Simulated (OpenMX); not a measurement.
Runs of OpenMX 3.8.5 on CuO (Tenorite). The structure is monoclinic, space group C2/c (No. 15). The conventional cell has a = 4.555 Å, b = 3.329 Å, c = 4.988 Å, α = 90.00°, β = 99.54°, γ = 90.00°. Cu (site symmetry -1) is surrounded by 4 O at 1.90 to 1.91 Å. O (site symmetry 2) has 4 Cu at 1.90 to 1.91 Å as nearest neighbours. 

```tsv
cell	gap on the mesh (eV)	pressure (GPa)	largest force (eV/Å)
C2/c, 9.32 Å³/atom	none	28.3	(b)
C2/c, 10.13 Å³/atom	none	8.7	(a)
C2/c, 9.73 Å³/atom	none	17.4	0.03
C2/c, 10.95 Å³/atom	none	-4.1	0.38
C2/c, 10.54 Å³/atom	none	1.7	0.28
C2/c, 8.92 Å³/atom	none	41.7	0.35
```

Alike in all rows: task single point; level PBE; potentials or basis OpenMX 2013 PBE set, Cu6.0H-s3p2d2, O6.0-s2p2d1, grid cutoff 500 Ry; no spin polarisation; k mesh 7 × 7 × 5; smearing fermi-dirac 0.05 eV.

Q: Estimate the missing entries.

A: (a) 0.17; (b) 0.14.

Caveats: the basis of atomic orbitals isn't converged, which shifts pressures, moduli and gaps; the run has no spin polarisation, though such a crystal can be magnetic; semilocal functionals often make such compounds metallic where correlation or magnetic order opens a gap, which also shifts bond lengths.

A gap of «none» marks a metal or a gap under the smearing width.
